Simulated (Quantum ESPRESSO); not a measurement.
# FeO (P4/nmm) in Quantum ESPRESSO: a series of runs

Runs on FeO. Level: PBE+U. Tasks: single point.

All numbers are computed with Quantum ESPRESSO 7.5; they aren't measurements. Logs are shortened: lines on timing, memory, paths and dates and some standing lists are left out, and cuts for length are marked.

### Step 1. Starting point

The structure is tetragonal, space group P4/nmm (No. 129). Conventional cell: a = 3.250 Å, b = 3.250 Å, c = 4.759 Å, α = 90.00°, β = 90.00°, γ = 90.00°. Fe (site symmetry -4m2) has 4 O at 2.06 Å and 4 Fe at 2.30 Å as nearest neighbours. Around O (site symmetry 4mm) lie 4 Fe at 2.06 Å.

The cell was built by a generator and needn't be a form met in nature.

### Step 2. Single point, PBE+U, collinear spin, ferromagnetic start

Input file pw.in:

```
&CONTROL
  calculation = 'scf'
  prefix = 'pwscf'
  outdir = './tmp'
  pseudo_dir = './pseudo'
  tprnfor = .true.
  tstress = .true.
  disk_io = 'nowf'
/
&SYSTEM
  ibrav = 0
  nat = 4
  ntyp = 2
  ecutwfc = 45
  ecutrho = 360
  nbnd = 34
  occupations = 'smearing'
  smearing = 'gaussian'
  degauss = 0.00367493
  nspin = 2
  starting_magnetization(1) = 0.25
  starting_magnetization(2) = 0
/
&ELECTRONS
  conv_thr = 1.6d-07
  electron_maxstep = 100
  mixing_beta = 0.3
  mixing_ndim = 12
/
ATOMIC_SPECIES
Fe    55.8450 fe_pbe_v1.5.uspp.F.UPF
O     15.9990 o_pbe_v1.2.uspp.F.UPF
CELL_PARAMETERS angstrom
   3.2500376500    0.0000000000    0.0000000000
   0.0000000000    3.2500376500    0.0000000000
   0.0000000000    0.0000000000    4.7586758100
ATOMIC_POSITIONS crystal
Fe     0.0000000000    0.0000000000    0.0000000000
Fe     0.5000000000    0.5000000000    0.0000000000
O      0.5000000000    0.0000000000    0.2670000000
O      0.0000000000    0.5000000000    0.7330000000
K_POINTS automatic
3 3 2 0 0 0
HUBBARD {ortho-atomic}
U Fe-3d 3.0
```

Potentials or basis: GBRV 1.5 PBE.

The run is started by

```sh
OMP_NUM_THREADS=1 pw.x -in pw.in > pw.out
```

pw.out:

```text
This program is part of the open-source Quantum ESPRESSO suite
     for quantum simulation of materials; please cite
[... 6 lines left out ...]
     using ibrav=0 with symmetry is DISCOURAGED, use correct ibrav instead

     G-vector sticks info
     --------------------
     sticks:   dense  smooth     PW     G-vecs:    dense   smooth      PW
     Sum        1085     545    161                39155    13887    2237

     Using Slab Decomposition

     bravais-lattice index     =            0
     lattice parameter (alat)  =       6.1417  a.u.
     unit-cell volume          =     339.2029 (a.u.)^3
     number of atoms/cell      =            4
     number of atomic types    =            2
     number of electrons       =        44.00
     number of Kohn-Sham states=           34
     kinetic-energy cutoff     =      45.0000  Ry
     charge density cutoff     =     360.0000  Ry
     scf convergence threshold =      1.6E-07
     mixing beta               =       0.3000
     number of iterations used =           12  plain     mixing
     Exchange-correlation= SLA  PW   PBE  PBE
                           (   1   4   3   4   0   0   0)
     Hubbard projectors: ortho-atomic
     Hubbard parameters of DFT+U (Dudarev formulation) in eV:
     U(Fe-3d) =  3.0000

     Internal variables: lda_plus_u =T, lda_plus_u_kind = 0

     Internal variables: orbital_resolved =F, hub_pot_fix =F, apply_U = F

     celldm(1)=   6.141681  celldm(2)=   0.000000  celldm(3)=   0.000000
     celldm(4)=   0.000000  celldm(5)=   0.000000  celldm(6)=   0.000000

     crystal axes: (cart. coord. in units of alat)
               a(1) = (   1.000000   0.000000   0.000000 )
               a(2) = (   0.000000   1.000000   0.000000 )
               a(3) = (   0.000000   0.000000   1.464191 )

     reciprocal axes: (cart. coord. in units 2 pi/alat)
               b(1) = (  1.000000  0.000000  0.000000 )
               b(2) = (  0.000000  1.000000  0.000000 )
               b(3) = (  0.000000  0.000000  0.682971 )

     PseudoPot. # 1 for Fe read from file:
     fe_pbe_v1.5.uspp.F.UPF
     Pseudo is Ultrasoft + core correction, Zval = 16.0
     Generated by new atomic code, or converted to UPF format
     Using radial grid of  861 points,  6 beta functions with:
                l(1) =   0
                l(2) =   0
                l(3) =   1
                l(4) =   1
                l(5) =   2
                l(6) =   2
     Q(r) pseudized with  8 coefficients,  rinner =    1.000   1.000   1.000
                                                       1.000   1.000

     PseudoPot. # 2 for O  read from file:
     o_pbe_v1.2.uspp.F.UPF
     Pseudo is Ultrasoft + core correction, Zval =  6.0
     Generated by new atomic code, or converted to UPF format
     Using radial grid of  737 points,  5 beta functions with:
                l(1) =   0
                l(2) =   0
                l(3) =   1
                l(4) =   1
                l(5) =   2
     Q(r) pseudized with  8 coefficients,  rinner =    0.900   0.900   0.900
                                                       0.900   0.900

     atomic species   valence    mass     pseudopotential
     Fe               16.00    55.84500     Fe( 1.00)
     O                 6.00    15.99900     O ( 1.00)

     Starting magnetic structure
     atomic species   magnetization
     Fe              0.250
     O               0.000

     16 Sym. Ops., with inversion, found ( 8 have fractional translation)

   Cartesian axes

     site n.     atom                  positions (alat units)
         1        Fe     tau(   1) = (   0.0000000   0.0000000   0.0000000  )
         2        Fe     tau(   2) = (   0.5000000   0.5000000   0.0000000  )
         3        O      tau(   3) = (   0.5000000   0.0000000   0.3909390  )
         4        O      tau(   4) = (   0.0000000   0.5000000   1.0732520  )

     number of k points=     6  Gaussian smearing, width (Ry)=  0.0037
                       cart. coord. in units 2pi/alat
        k(    1) = (   0.0000000   0.0000000   0.0000000), wk =   0.0555556
        k(    2) = (   0.0000000   0.0000000  -0.3414855), wk =   0.0555556
        k(    3) = (   0.0000000   0.3333333   0.0000000), wk =   0.2222222
        k(    4) = (   0.0000000   0.3333333  -0.3414855), wk =   0.2222222
        k(    5) = (   0.3333333   0.3333333   0.0000000), wk =   0.2222222
        k(    6) = (   0.3333333   0.3333333  -0.3414855), wk =   0.2222222

     Dense  grid:    39155 G-vectors     FFT dimensions: (  40,  40,  60)

     Smooth grid:    13887 G-vectors     FFT dimensions: (  30,  30,  40)

     Check: negative core charge=   -0.000013
     Generating pointlists ...
     new r_m :   0.2618 (alat units)  1.6080 (a.u.) for type    1
     new r_m :   0.2618 (alat units)  1.6080 (a.u.) for type    2

     Initial potential from superposition of free atoms

     starting charge      42.0000, renormalised to      44.0000

     STARTING HUBBARD OCCUPATIONS:

     =================== HUBBARD OCCUPATIONS ===================
     ------------------------ ATOM    1 ------------------------
     Tr[ns(  1)] (up, down, total) =   5.00000  0.00000  5.00000
     Atomic magnetic moment for atom   1 =   5.00000
     SPIN  1
     eigenvalues:
       1.000  1.000  1.000  1.000  1.000
     eigenvectors (columns):
       1.000  0.000  0.000  0.000  0.000
       0.000  1.000  0.000  0.000  0.000
       0.000  0.000  1.000  0.000  0.000
       0.000  0.000  0.000  1.000  0.000
       0.000  0.000  0.000  0.000  1.000
     occupation matrix ns (before diag.):
       1.000  0.000  0.000  0.000  0.000
       0.000  1.000  0.000  0.000  0.000
       0.000  0.000  1.000  0.000  0.000
       0.000  0.000  0.000  1.000  0.000
[... 35 lines left out ...]
     eigenvalues:
       0.000  0.000  0.000  0.000  0.000
     eigenvectors (columns):
       1.000  0.000  0.000  0.000  0.000
       0.000  1.000  0.000  0.000  0.000
       0.000  0.000  1.000  0.000  0.000
       0.000  0.000  0.000  1.000  0.000
       0.000  0.000  0.000  0.000  1.000
     occupation matrix ns (before diag.):
       0.000  0.000  0.000  0.000  0.000
       0.000  0.000  0.000  0.000  0.000
       0.000  0.000  0.000  0.000  0.000
       0.000  0.000  0.000  0.000  0.000
       0.000  0.000  0.000  0.000  0.000

     Number of occupied Hubbard levels =   10.0000

     Atomic wfc used for Hubbard projectors are orthogonalized

     Starting wfcs are   34 randomized atomic wfcs

     Self-consistent Calculation

     iteration #  1     ecut=    45.00 Ry     beta= 0.30
     Davidson diagonalization with overlap
     ethr =  1.00E-02,  avg # of iterations =  5.3

     =================== HUBBARD OCCUPATIONS ===================
     ------------------------ ATOM    1 ------------------------
     Tr[ns(  1)] (up, down, total) =   4.77307  0.86503  5.63809
     Atomic magnetic moment for atom   1 =   3.90804
     SPIN  1
     eigenvalues:
       0.936  0.956  0.959  0.959  0.962
     eigenvectors (columns):
      -0.000  0.000 -0.000 -0.000  1.000
      -0.000  0.000 -0.346 -0.938 -0.000
      -0.000  0.000 -0.938  0.346 -0.000
       0.000 -1.000 -0.000 -0.000  0.000
       1.000  0.000 -0.000  0.000  0.000
     occupation matrix ns (before diag.):
       0.962 -0.000 -0.000  0.000  0.000
      -0.000  0.959 -0.000  0.000  0.000
      -0.000 -0.000  0.959  0.000  0.000
       0.000  0.000  0.000  0.956 -0.000
[... 35 lines left out ...]
     eigenvalues:
       0.076  0.144  0.144  0.168  0.332
     eigenvectors (columns):
       1.000  0.000 -0.000 -0.000  0.000
       0.000 -0.181  0.984 -0.000  0.000
       0.000 -0.984 -0.181 -0.000  0.000
      -0.000  0.000 -0.000 -1.000 -0.000
      -0.000  0.000  0.000 -0.000  1.000
     occupation matrix ns (before diag.):
       0.076 -0.000 -0.000  0.000  0.000
      -0.000  0.144 -0.000  0.000  0.000
      -0.000 -0.000  0.144  0.000  0.000
       0.000  0.000  0.000  0.168 -0.000
       0.000  0.000  0.000 -0.000  0.332

     Number of occupied Hubbard levels =   11.2762

     total energy              =    -564.44806902 Ry
     estimated scf accuracy    <       1.39716480 Ry

     total magnetization       =     8.22 Bohr mag/cell
     absolute magnetization    =     8.25 Bohr mag/cell
[... 91 lines left out ...]
     iteration # 11     ecut=    45.00 Ry     beta= 0.30
     Davidson diagonalization with overlap
     ethr =  2.54E-09,  avg # of iterations =  1.4

     Magnetic moment per site  (integrated on atomic sphere of radius R)
     atom   1 (R=0.262)  charge= 13.4346  magn=  3.3253
     atom   2 (R=0.262)  charge= 13.4346  magn=  3.3253
     atom   3 (R=0.262)  charge=  5.5311  magn=  0.4154
     atom   4 (R=0.262)  charge=  5.5311  magn=  0.4154

     End of self-consistent calculation

     =================== HUBBARD OCCUPATIONS ===================
     ------------------------ ATOM    1 ------------------------
     Tr[ns(  1)] (up, down, total) =   4.89109  1.31285  6.20394
     Atomic magnetic moment for atom   1 =   3.57824
     SPIN  1
     eigenvalues:
       0.962  0.978  0.983  0.983  0.985
     eigenvectors (columns):
      -0.000  0.000 -0.000 -0.000  1.000
      -0.000  0.000 -0.272 -0.962 -0.000
      -0.000  0.000 -0.962  0.272 -0.000
       0.000 -1.000 -0.000 -0.000  0.000
       1.000  0.000 -0.000  0.000  0.000
     occupation matrix ns (before diag.):
       0.985 -0.000 -0.000  0.000  0.000
      -0.000  0.983 -0.000  0.000  0.000
      -0.000 -0.000  0.983  0.000  0.000
       0.000  0.000  0.000  0.978 -0.000
[... 35 lines left out ...]
     eigenvalues:
       0.157  0.164  0.199  0.199  0.595
     eigenvectors (columns):
       0.000 -1.000  0.000 -0.000  0.000
       0.000 -0.000 -0.235  0.972  0.000
       0.000 -0.000 -0.972 -0.235  0.000
      -1.000 -0.000 -0.000  0.000 -0.000
      -0.000  0.000  0.000  0.000  1.000
     occupation matrix ns (before diag.):
       0.164 -0.000 -0.000  0.000  0.000
      -0.000  0.199 -0.000  0.000  0.000
      -0.000 -0.000  0.199  0.000  0.000
       0.000  0.000  0.000  0.157 -0.000
       0.000  0.000  0.000 -0.000  0.595

     Number of occupied Hubbard levels =   12.4079

 ------ SPIN UP ------------

          k = 0.0000 0.0000 0.0000 (  1787 PWs)   bands (ev):

   -80.5641 -80.4154 -46.9030 -46.7864 -46.6302 -46.6302 -46.1595 -46.1595
    -9.7873  -9.2192   1.2811   1.4955   2.2453   2.2453   2.4505   4.2808
     4.2808   5.1579   5.8482   6.0839   6.7703   6.7703   7.5702   7.7907
     8.5884   8.5884   9.3593  14.6988  19.7247  19.7247  20.2906  21.0417
    23.2518  27.8109
[... 35 lines left out ...]
   -80.5082 -80.4706 -46.8573 -46.8280 -46.6860 -46.5711 -46.2438 -46.1234
    -9.2553  -9.2207   1.9209   2.9309   3.0809   3.1148   3.4976   3.5832
     4.0727   4.2205   4.9013   4.9197   5.0166   5.4239   7.0411   7.3128
     7.7701   8.0366  13.5449  15.3898  18.3800  18.5148  19.7320  21.0185
    22.9025  23.7338

 ------ SPIN DOWN ----------

          k = 0.0000 0.0000 0.0000 (  1787 PWs)   bands (ev):

   -76.2449 -76.0740 -42.6325 -42.6325 -42.3772 -42.2355 -42.0887 -42.0887
    -9.0872  -8.3641   3.5270   5.0413   5.3923   5.3923   6.0252   6.0644
     6.0644   9.6571   9.9803  10.8186  11.4107  11.9677  11.9677  12.0471
    12.1489  12.1489  12.7935  16.3015  20.6798  20.6798  21.1212  22.4480
    24.4157  28.4329
[... 35 lines left out ...]
   -76.1804 -76.1376 -42.6995 -42.5663 -42.3209 -42.2855 -42.1859 -42.0474
    -8.4456  -8.3893   3.8128   4.6363   5.0553   5.4260   5.8153   6.0645
     7.6166   8.8461   8.8588   9.3754  11.3652  11.6636  11.7188  12.0265
    12.1003  12.4402  15.0107  16.9206  19.1809  20.0585  20.9184  21.7173
    23.6690  24.3574

     the Fermi energy is     9.2119 ev

!    total energy              =    -564.83899986 Ry
     estimated scf accuracy    <       0.00000014 Ry
     smearing contrib. (-TS)   =      -0.00023093 Ry
     internal energy E=F+TS    =    -564.83876893 Ry

     The total energy is F=E-TS. E is the sum of the following terms:
     one-electron contribution =    -449.56996329 Ry
     hartree contribution      =     241.96012902 Ry
     xc contribution           =     -73.25847245 Ry
     ewald contribution        =    -284.17657525 Ry
     Hubbard energy            =       0.20611303 Ry

     total magnetization       =     8.00 Bohr mag/cell
     absolute magnetization    =     8.04 Bohr mag/cell

     convergence has been achieved in  11 iterations

     Forces acting on atoms (cartesian axes, Ry/au):

     atom    1 type  1   force =     0.00000000    0.00000000    0.00000000
     atom    2 type  1   force =     0.00000000    0.00000000    0.00000000
     atom    3 type  2   force =     0.00000000    0.00000000   -0.06926643
     atom    4 type  2   force =     0.00000000    0.00000000    0.06926643

     Total force =     0.097958     Total SCF correction =     0.000777

     Computing stress (Cartesian axis) and pressure

          total   stress  (Ry/bohr**3)                   (kbar)     P=      163.50
   0.00215316   0.00000000   0.00000000          316.74        0.00        0.00
   0.00000000   0.00215316   0.00000000            0.00      316.74        0.00
   0.00000000   0.00000000  -0.00097188            0.00        0.00     -142.97

=------------------------------------------------------------------------------=
   JOB DONE.
=------------------------------------------------------------------------------=
```

Wall time 24 s (1 thread of Arm Neoverse V1, shared host); peak memory 0.19 GiB.

Results:

| Property | Result |
| --- | --- |
| Free energy | -7685.0261 eV |
| Pressure | 16.4 GPa |
| Largest force | 1.781 eV/Å |
| Band gap on the k mesh | none (metal or under the smearing width) |
| Net moment | 8.00 μB per cell |
| Absolute moment | 8.04 μB per cell |
| Site moments | Fe +3.33; O +0.42 μB |
| Valence electrons inside the program's atomic spheres | Fe 13.43; O 5.53 |

Forces in eV/Å, atoms in the order of the input:
```
Fe   0.000  0.000  0.000
Fe   0.000  0.000  0.000
O    0.000  0.000 -1.781
O    0.000  0.000  1.781
```

Stress tensor (GPa, compression positive):
```
 31.67   0.00   0.00
  0.00  31.67   0.00
  0.00   0.00 -14.30
```

Eigenvalues of the final occupation matrices:
```tsv
site	spin	trace	eigenvalues
Fe 1 3d	1	4.89	0.96 0.98 0.98 0.98 0.98
Fe 1 3d	2	1.31	0.16 0.16 0.20 0.20 0.59
Fe 2 3d	1	4.89	0.96 0.98 0.98 0.98 0.98
Fe 2 3d	2	1.31	0.16 0.16 0.20 0.20 0.59
```

Caveat: the k mesh is coarse (spacing up to 0.66 Å⁻¹), so the values aren't converged; only a ferromagnetic start was run, and an antiferromagnetic order may lie lower in energy; forces of over 1 eV/Å show positions far from the minimum, so gaps and moduli don't describe the material at rest. The state reached can hang on the start; a lower one may exist.

### Step 3. Single point, PBE+U, collinear spin, ferromagnetic start

Changes to pw.in since step 2:

```diff
@@ -6,3 +6,2 @@
   tprnfor = .true.
-  tstress = .true.
   disk_io = 'nowf'
@@ -22,5 +21,16 @@
   starting_magnetization(2) = 0
+  nosym = .true.
+  starting_ns_eigenvalue(1,1,1) = 1
+  starting_ns_eigenvalue(2,1,1) = 1
+  starting_ns_eigenvalue(3,1,1) = 1
+  starting_ns_eigenvalue(4,1,1) = 1
+  starting_ns_eigenvalue(5,1,1) = 1
+  starting_ns_eigenvalue(1,2,1) = 0
+  starting_ns_eigenvalue(2,2,1) = 0
+  starting_ns_eigenvalue(3,2,1) = 0
+  starting_ns_eigenvalue(4,2,1) = 0
+  starting_ns_eigenvalue(5,2,1) = 1
 /
 &ELECTRONS
-  conv_thr = 1.6d-07
+  conv_thr = 1d-06
   electron_maxstep = 100
@@ -28,2 +38,3 @@
   mixing_ndim = 12
+  mixing_fixed_ns = 8
 /
```

Potentials or basis: GBRV 1.5 PBE.

The run is started by

```sh
OMP_NUM_THREADS=1 pw.x -in pw.in > pw.out
```

Wall time 98 s (1 thread of Arm Neoverse V1, shared host); peak memory 0.2 GiB.

Results (log left out):

| Quantity | Value |
| --- | --- |
| Free energy | -7685.0261 eV |
| Largest force | 1.780 eV/Å |
| Band gap on the k mesh | none (metal or under the smearing width) |
| Net moment | 8.00 μB per cell |
| Absolute moment | 8.04 μB per cell |
| Site moments | Fe +3.33; O +0.42 μB |
| Valence electrons inside the program's atomic spheres | Fe 13.43; O 5.53 |

Forces on the atoms (eV/Å):
```
Fe   0.000  0.000 -0.001
Fe   0.000  0.000 -0.001
O    0.000  0.000 -1.779
O    0.000  0.000  1.780
```

Levels at points of the mesh, in eV from the Fermi level:
Spin up:
```tsv
k point	band 24	band 25	band 26	band 27	band 28	band 29
(0.00, 0.00, 0.00)	-1.42	-0.62	-0.62	0.15	5.49	10.51
(0.00, 0.00, -0.50)	-1.64	-0.81	-0.81	1.64	4.51	10.47
```
Spin down:
| k point | band 14 | band 15 | band 16 | band 17 | band 18 | band 19 | band 20 | band 21 |
| --- | --- | --- | --- | --- | --- | --- | --- | --- |
| (0.00, 0.00, 0.00) | -3.82 | -3.18 | -3.15 | -3.15 | 0.45 | 0.77 | 1.61 | 2.20 |
| (0.00, 0.00, -0.50) | -4.00 | -3.18 | -2.92 | -2.92 | 0.94 | 0.96 | 2.27 | 2.63 |

Eigenvalues of the final occupation matrices:
| site | spin | trace | eigenvalues |
| --- | --- | --- | --- |
| Fe 1 3d | 1 | 4.89 | 0.96 0.98 0.98 0.98 0.98 |
| Fe 1 3d | 2 | 1.31 | 0.16 0.16 0.20 0.20 0.59 |
| Fe 2 3d | 1 | 4.89 | 0.96 0.98 0.98 0.98 0.98 |
| Fe 2 3d | 2 | 1.31 | 0.16 0.16 0.20 0.20 0.59 |

Caveat: the k mesh is coarse (spacing up to 0.66 Å⁻¹), so the values aren't converged; only a ferromagnetic start was run, and an antiferromagnetic order may lie lower in energy; forces of over 1 eV/Å show positions far from the minimum, so gaps and moduli don't describe the material at rest. The state reached can hang on the start; a lower one may exist.
